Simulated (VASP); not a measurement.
Crystal: AlAs.

```xyz
2
Lattice="0.0000 2.8304 2.8304 2.8304 0.0000 2.8304 2.8304 2.8304 0.0000" Properties=species:S:1:pos:R:3 pbc="T T T"
As    4.2456    4.2456    4.2456
Al    0.0000    0.0000    0.0000
```

Program: VASP 6.6.1. Alike in all runs: level PBE; potentials or basis VASP PAW PBE potentials, release 64 (As, Al); no spin polarisation; cell as given; smearing gaussian 0.02 eV. Hardware: 1 thread of Intel(R) Xeon(R) Platinum 8488C (Sapphire Rapids), with other jobs on the host.

Q: Order these runs on this cell by their wall time, lowest first.
A. task band structure; k mesh 4 × 4 × 4; cutoff (eV) 250; further INCAR settings ALGO = Fast; EDIFF = 1e-06; NBANDS = 11; mesh quality coarse
B. task band structure; k mesh 8 × 8 × 8; cutoff (eV) 520; further INCAR settings ALGO = Fast; EDIFF = 1e-06; NBANDS = 11; mesh quality not flagged
C. task dielectric tensor; k mesh 8 × 8 × 8; cutoff (eV) 520; further INCAR settings ALGO = Fast; EDIFF = 1e-08; mesh quality not flagged
D. task single point; k mesh 3 × 3 × 3; cutoff (eV) 520; further INCAR settings ALGO = Fast; EDIFF = 1e-06; NBANDS = 11; mesh quality coarse

A: D (3.3 s), A (7.7 s), B (25 s), C (110 s).

Caveats: some runs use coarse meshes.
